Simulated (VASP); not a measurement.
# N2 in VASP: further runs

One molecule, N2, is run at these levels: PBE; tasks: single point, relaxation of the atoms.

All numbers are computed with VASP 6.6.1; they aren't measurements. Logs are shortened: lines on timing, memory, paths and dates and some standing lists are left out, and cuts for length are marked.

## Step 1: The molecule as given

The cell holds a molecule in a box, 2 atoms: a = 9.000 Å, b = 9.500 Å, c = 10.000 Å, α = 90.00°, β = 90.00°, γ = 90.00°.

## Step 2: Single point, PBE

File INCAR:

```
PREC = Accurate ; ENCUT = 520
EDIFF = 1E-6 ; ISMEAR = -1
SIGMA = 0.02 ; LREAL = False
LASPH = True ; NELM = 80
ALGO = Normal ; ISIF = 2
LWAVE = False ; LCHARG = True
GGA = PE ; LELF = True
LVHAR = True ; NBANDS = 12
```

File KPOINTS:

```
regular mesh
0
Gamma
  1 1 1
```

File POSCAR:

```
N
1.0
    9.0000000000      0.0000000000      0.0000000000
    0.0000000000      9.5000000000      0.0000000000
    0.0000000000      0.0000000000     10.0000000000
N
2
Direct
    0.5000000000      0.5000000000      0.4448892447
    0.5000000000      0.5000000000      0.5551107553
```

Potentials or basis: VASP PAW PBE potentials, release 64 (N).

Launch:

```bash
cat potpaw_PBE.64/N/POTCAR > POTCAR
mpirun -np 1 vasp_gam > vasp.out
```

OUTCAR:

```text
PREC = Accurate
   ENCUT = 520
   EDIFF = 1E-6
   ISMEAR = -1
   LREAL = False
   LASPH = True
   NELM = 80
   ISIF = 2
   GGA = PE

 ion  position               nearest neighbor table
   1  0.500  0.500  0.445-   2 1.10
   2  0.500  0.500  0.555-   1 1.10

  LATTYP: Found a simple orthorhombic cell.
 ALAT       =     9.0000000000
 B/A-ratio  =     1.0555555556
 C/A-ratio  =     1.1111111111

  Lattice vectors:

 A1 = (   9.0000000000,   0.0000000000,   0.0000000000)
 A2 = (   0.0000000000,   9.5000000000,   0.0000000000)
 A3 = (   0.0000000000,   0.0000000000,  10.0000000000)

Analysis of symmetry for initial positions (statically):
=====================================================================
 Subroutine PRICEL returns:
 Original cell was already a primitive cell.

 Routine SETGRP: Setting up the symmetry group for a
 simple orthorhombic supercell.

 Subroutine GETGRP returns: Found  8 space group operations
 (whereof  8 operations were pure point group operations)
 out of a pool of  8 trial point group operations.

The static configuration has the point symmetry D_2h.

Analysis of symmetry for dynamics (positions and initial velocities):
=====================================================================
 Subroutine PRICEL returns:
 Original cell was already a primitive cell.

 Routine SETGRP: Setting up the symmetry group for a
 simple orthorhombic supercell.

 Subroutine GETGRP returns: Found  8 space group operations
 (whereof  8 operations were pure point group operations)
 out of a pool of  8 trial point group operations.

The dynamic configuration has the point symmetry D_2h.

 Subroutine INISYM returns: Found  8 space group operations
 (whereof  8 operations are pure point group operations),
 and found     1 'primitive' translations

----------------------------------------------------------------------------------------

                                     Primitive cell

  volume of cell :     855.0000

  direct lattice vectors                    reciprocal lattice vectors
     9.000000000  0.000000000  0.000000000     0.111111111  0.000000000  0.000000000
     0.000000000  9.500000000  0.000000000     0.000000000  0.105263158  0.000000000
     0.000000000  0.000000000 10.000000000     0.000000000  0.000000000  0.100000000

  length of vectors
     9.000000000  9.500000000 10.000000000     0.111111111  0.105263158  0.100000000

  position of ions in fractional coordinates (direct lattice)
     0.500000000  0.500000000  0.444889245
     0.500000000  0.500000000  0.555110755

  ion indices of the primitive-cell ions
   primitive index   ion index
                 1           1
                 2           2

----------------------------------------------------------------------------------------

 KPOINTS: regular mesh

Automatic generation of k-mesh.
 Grid dimensions read from file:
 generate k-points for:    1    1    1

 Generating k-lattice:

  Cartesian coordinates                     Fractional coordinates (reciprocal lattice)
     0.111111111  0.000000000  0.000000000     1.000000000  0.000000000  0.000000000
     0.000000000  0.105263158  0.000000000     0.000000000  1.000000000  0.000000000
     0.000000000  0.000000000  0.100000000     0.000000000  0.000000000  1.000000000

  Length of vectors
     0.111111111  0.105263158  0.100000000

  Shift w.r.t. Gamma in fractional coordinates (k-lattice)
     0.000000000  0.000000000  0.000000000

 Subroutine IBZKPT returns following result:
 ===========================================

 Found      1 irreducible k-points:

 Following reciprocal coordinates:
            Coordinates               Weight
  0.000000  0.000000  0.000000      1.000000
   k-points           NKPTS =      1   k-points in BZ     NKDIM =      1   number of bands    NBANDS=     12
   number of dos      NEDOS =    301   number of ions     NIONS =      2
   total plane-waves  NPLWV = 403200
   dimension x,y,z NGX =    70 NGY =   72 NGZ =   80
   dimension x,y,z NGXF=   140 NGYF=  144 NGZF=  160
   ions per type =               2
   NGX,Y,Z   is equivalent  to a cutoff of  12.93, 12.60, 13.30 a.u.
   NGXF,Y,Z  is equivalent  to a cutoff of  25.86, 25.20, 26.60 a.u.
 SYSTEM =  unknown system
   PREC   = accura    normal or accurate (medium, high low for compatibility)
   ISTART =      0    job   : 0-new  1-cont  2-samecut
   ICHARG =      2    charge: 1-file 2-atom 10-const
   ISPIN  =      1    spin polarized calculation?
   LNONCOLLINEAR =      F non collinear calculations
   LSORBIT =      F    spin-orbit coupling
   LASPH  =      T    aspherical Exc in radial PAW
   ENCUT  =  520.0 eV  38.22 Ry    6.18 a.u.  16.73 17.66 18.59*2*pi/ulx,y,z
   NELM   =     80;   NELMIN=  2; NELMDL= -5     # of ELM steps
   EDIFF  = 0.1E-05   stopping-criterion for ELM
   LREAL  =      F    real-space projection
   EDIFFG = 0.1E-04   stopping-criterion for IOM
   NSW    =      0    number of steps for IOM
   IBRION =     -1    ionic relax: 0-MD 1-quasi-New 2-CG
   NFREE  =      0    steps in history (QN), initial steepest desc. (CG)
   ISIF   =      2    stress and relaxation
   ISYM   =      2    0-nonsym 1-usesym 2-fastsym
   POTIM  = 0.5000    time-step for ionic-motion
   TEBEG  =    0.0;   TEEND  =   0.0 temperature during run
   PSTRESS=    0.0 pullay stress
   NELECT =      10.0000    total number of electrons
   NUPDOWN=      -1.0000    fix difference up-down
   EMIN   =  10.00;   EMAX   =-10.00  energy-range for DOS
   EFERMI =   0.00;   METHOD = LEGACY
   ISMEAR =    -1;   SIGMA  =   0.02  broadening in eV -4-tet -1-fermi 0-gaus
   EFERMI_NEDOS =   21; number of points for ismear=-14 and -15
   IALGO  =     38    algorithm
   IMIX   =      4    mixing-type and parameters
     AMIX     =   0.40;   BMIX     =  1.00
     AMIX_MAG =   1.60;   BMIX_MAG =  1.00
  volume/ion in A,a.u.               =     427.50      2884.91
  Fermi-wavevector in a.u.,A,eV,Ry     =   0.371609  0.702239  1.878872  0.138093
  Thomas-Fermi vector in A             =   1.299861
   LORBIT       =      0    0 simple, 1 ext, 2 COOP (PROOUT), +10 PAW based schemes
   GGA     = PE    functional components
[... 5 lines left out ...]
 non-spin polarized calculation
  energy-cutoff  :      520.00
  volume of cell :      855.00
 maximum number of plane-waves:     11510
 NGX is ok and might be reduce to    70
   NGX = 33   NGY = 35   NGZ = 37

 number of electron      10.0000000 magnetization

 Free energy of the ion-electron system (eV)
  ---------------------------------------------------
  ext. energy  EPLUGINS =         0.00000000
  ---------------------------------------------------
  free energy    TOTEN  =       -16.64246619 eV

  energy without entropy =      -16.64246619  energy(sigma->0) =      -16.64246619

 E-fermi :  -9.5123     XC(G=0):  -0.6933

 val. band max:      -10.0416221945   @ k =   0.0000   0.0000   0.0000
 cond. band min:      -1.8427670034   @ k =   0.0000   0.0000   0.0000
 fundamental gap:      8.1988551911
 Fermi energy:        -9.5122954254

 k-point     1 :       0.0000    0.0000    0.0000
  band No.  band energies     occupation
      1     -28.1954      2.00000
      2     -13.3086      2.00000
      3     -11.4634      2.00000
      4     -11.4634      2.00000
      5     -10.0416      2.00000
      6      -1.8428      0.00000
      7      -1.8423      0.00000
      8      -0.2013      0.00000
      9       1.1854      0.00000
     10       1.2588      0.00000
     11       1.2842      0.00000
     12       1.5336      0.00000

------------------------ aborting loop because EDIFF is reached ----------------------------------------

  FORCE on cell =-STRESS in cart. coord.  units (eV):
  Direction    XX          YY          ZZ          XY          YZ          ZX
  --------------------------------------------------------------------------------------
  -------------------------------------------------------------------------------------
  Total       -0.0568190     -0.0550897      1.8189233      0.0000000      0.0000000      0.0000000
  in kB       -0.1064726     -0.1032322      3.4084652      0.0000000      0.0000000      0.0000000
  external PRESSURE =       1.0662535 kB  Pullay stress =       0.0000000 kB

 VOLUME and BASIS-vectors are now :
 -----------------------------------------------------------------------------
  energy-cutoff  :      520.00
  volume of cell :      855.00
      direct lattice vectors                 reciprocal lattice vectors
     9.000000000  0.000000000  0.000000000     0.111111111  0.000000000  0.000000000
     0.000000000  9.500000000  0.000000000     0.000000000  0.105263158  0.000000000
     0.000000000  0.000000000 10.000000000     0.000000000  0.000000000  0.100000000

 POSITION                                       TOTAL-FORCE (eV/Angst)
 -----------------------------------------------------------------------------------
      4.50000      4.75000      4.44889         0.000000     -0.000000     -1.729823
      4.50000      4.75000      5.55111         0.000000      0.000000      1.729823
 -----------------------------------------------------------------------------------
    total drift:                                0.000000      0.000000      0.000000

  FREE ENERGIE OF THE ION-ELECTRON SYSTEM (eV)
  ---------------------------------------------------
  free  energy   TOTEN  =       -16.6424661854 eV

  energy  without entropy=      -16.6424661854  energy(sigma->0) =      -16.64246619
```

Wall time 87 s (1 thread of Intel Xeon Platinum 8175M at 2.50GHz (Skylake/Cascade Lake), shared host); peak memory 0.73 GiB.

What came out:

```
Free energy                     : -16.6425 eV
Largest force                   : 1.730 eV/Å
Gap between the frontier levels : 8.20 eV
```

Forces on the atoms (eV/Å):
```
N    0.000  0.000 -1.730
N    0.000  0.000  1.730
```

Levels at points of the mesh, in eV from the valence-band top:
```csv
k point,band 1,band 2,band 3,band 4,band 5,band 6,band 7,band 8,band 9,band 10
"(0.00, 0.00, 0.00)",-18.15,-3.27,-1.42,-1.42,0.00,8.20,8.20,9.84,11.23,11.30
```

Caveat: the standard files for N, O and F lose accuracy on very short bonds.

## Step 3: Relaxation of the atoms, PBE

File INCAR:

```
  ALGO = Fast
  EDIFF = 1E-6
  EDIFFG = -0.03
  ENCUT = 520
  GGA = PE
  IBRION = 2
  ISIF = 2
  ISMEAR = -1
  LASPH = T
  LCHARG = F
  LREAL = F
  LWAVE = F
  NELM = 100
  NSW = 60
  PREC = Accurate
  SIGMA = 0.02
```

File KPOINTS:

```
k-points
0
Gamma
  1 1 1
```

File POSCAR:

```
N
1.0
    9.0000000000      0.0000000000      0.0000000000
    0.0000000000      9.5000000000      0.0000000000
    0.0000000000      0.0000000000     10.0000000000
N
2
Direct
    0.5000000000      0.5000000000      0.4445000000
    0.5000000000      0.5000000000      0.5555000000
```

Potentials or basis: VASP PAW PBE potentials, release 64 (N).

Launch:

```bash
cat potpaw_PBE.64/N/POTCAR > POTCAR
mpirun -np 1 vasp_gam > vasp.out
```

Wall time 2.8 min (1 thread of Intel Xeon Platinum 8175M at 2.50GHz (Skylake/Cascade Lake), shared host); peak memory 0.78 GiB.

The run converged. Its results:

```
Free energy                     : -16.6518 eV
Energy gained by relaxing       : 0.4 meV/atom
Ionic steps                     : 3
Gap between the frontier levels : 8.07 eV
```

Forces on the atoms (eV/Å):
```
N    0.000  0.000  0.002
N    0.000  0.000 -0.002
```

Step by step:
| step | energy change (eV) | largest force (eV/Å) | pressure (GPa) |
| --- | --- | --- | --- |
| 1 | 0.0000 | 0.4871 | 0.02 |
| 2 | 0.1288 | 5.5882 | -0.41 |
| 3 | -0.0008 | 0.0022 | -0.01 |

Final structure:
```cif
data_structure
_symmetry_space_group_name_H-M 'P 1'
_symmetry_Int_Tables_number 1
_cell_length_a 9.0000
_cell_length_b 9.5000
_cell_length_c 10.0000
_cell_angle_alpha 90.000
_cell_angle_beta 90.000
_cell_angle_gamma 90.000
_cell_volume 855.00
loop_
_atom_site_label
_atom_site_type_symbol
_atom_site_fract_x
_atom_site_fract_y
_atom_site_fract_z
_atom_site_occupancy
N1 N 0.50000 0.50000 0.44434 1
N2 N 0.50000 0.50000 0.55566 1
```

Levels at points of the mesh, in eV from the valence-band top:
```csv
k point,band 2,band 3,band 4,band 5,band 6,band 7,band 8,band 9
"(0.00, 0.00, 0.00)",-3.35,-1.34,-1.34,0.00,8.07,8.07,9.83,11.22
```

Caveat: the standard files for N, O and F lose accuracy on very short bonds.
